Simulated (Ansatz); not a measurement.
# InP at 7 GPa (stress–strain coefficients): relaxed-ion elastic tensor

The calculation used DFT LDA, scalar-relativistic, plane waves, PAW in Ansatz 0.2.0. Settings: 420 eV plane-wave cutoff, Γ-centred 14×14×14 mesh, Fermi-Dirac smearing of 0.15 eV. No spin polarisation.

The cell, relaxed at 7 GPa:
```
CELL_PARAMETERS angstrom
0.00000 2.64970 2.64970
2.64970 0.00000 2.64970
2.64970 2.64970 0.00000
ATOMIC_POSITIONS crystal
In 0.00000 0.00000 0.00000
P 0.50000 0.50000 0.50000
```

In a metal, frequencies and elastic constants depend on the k mesh and the smearing, soft modes and shear constants most. Other phases may be more stable at this pressure.

Question: Give the relaxed-ion elastic constants (GPa, Voigt order xx yy zz yz xz xy, on the axes of the cell above).

Answer:
```
242.3  60.1  60.1   0.0   0.0   0.0
 60.1 242.3  60.1   0.0   0.0   0.0
 60.1  60.1 242.3   0.0   0.0   0.0
  0.0   0.0   0.0  34.0   0.0   0.0
  0.0   0.0   0.0   0.0  34.0   0.0
  0.0   0.0   0.0   0.0   0.0  34.0
```

Question: Is the crystal stable against homogeneous strain?

Answer: Yes: the least eigenvalue of the tensor is 34.0 GPa.

Question: And the moduli of a polycrystal (Hill averages)?

Answer: B = 121 GPa, G = 51 GPa, E = 134 GPa, ν = 0.31.

This rock-salt form isn't the usual stable structure of the compound at low pressure.

Cost: 1 run of about 0.89 core-minutes, on Intel Xeon Platinum 8488C (Sapphire Rapids) (shared hosts).